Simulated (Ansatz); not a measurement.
A series in volume scale on PbSe

Results calculated with Ansatz 0.2.0, not measured. Periodic Kohn-Sham DFT of a crystal at fixed atoms, scaled to volume_scale times the given cell; pressure positive in compression, energy less spherical unpolarised free atoms, largest_vzz the field gradient of largest size among the nuclei.

The cell before it is scaled or strained (space group Fm-3m, No. 225):
```
PbSe
1.0
      0.0000     3.0621     3.0621
      3.0621     0.0000     3.0621
      3.0621     3.0621     0.0000
Pb Se
1 1
Direct
  0.00000 0.00000 0.00000
  0.50000 0.50000 0.50000
```

Settings of every row: method frozen-core PAW; functional PBE; relativity scalar; k mesh 9x9x9; filling fermi-dirac; smearing width 0.01 eV; wave cutoff 420 eV; paw set soft_2.

Atom start moment: 0 on all atoms.

Limits: no spin-orbit coupling on heavy atoms.

Limits of some rows: small gap, it may come from the mesh (row 3, 4, 5, 6).

| row | volume scale | V (Å³/atom) | pressure (GPa) |
| --- | --- | --- | --- |
| 1 | 0.94 | 26.989 | 6.309 |
| 2 | 0.99 | 28.425 | 2.91 |
| 3 | 1 | 28.713 | 2.329 |
| 4 | 1.01 | 29.002 | 1.778 |
| 5 | 1.02 | 29.289 | ? |
| 6 | 1.04 | 29.863 | 0.285 |
| 7 | 1.06 | 30.434 | -0.589 |

Question: what pressure should row 5 give?

Worked fit of pressure. Take u = (V_r/V)^(2/3) − 1 with V_r = 28.858 Å³ an atom, which is twice the finite (Eulerian) strain; such expansions in the strain, on which the Birch-Murnaghan equation of state is built, carry the rest volume and the bulk modulus. The shown rows have u = 0.04565, 0.01013, 0.00336, -0.00331, -0.02256, -0.03483. Least squares give pressure = 2.0487 + 82.837 × u + 215.03 × u² + 322 × u³ GPa; a parabola predicts inner rows, each left out in turn, worse (root mean square 0.0049 against 0.0015 GPa). The rows lie off it by 0.000, 0.000, 0.000, 0.001, -0.001, 0.000. The pressure vanishes at u = -0.0265, or V = 30.04 Å³ an atom, and there the bulk modulus at fixed shape and fractions is B = −V dP/dV = (2/3)(1 + u) dP/du = 46.8 GPa. The withheld row has u = -0.00983, so the fit gives 2.0487 + 82.837 × (-0.00983) + 215.03 × (-0.00983)² + 322 × (-0.00983)³ = 1.255 GPa.

The calculation gave 1.254 GPa. The fit lies 0.001 GPa (0.014 % of the column's range) above it, one unit of the last digit.
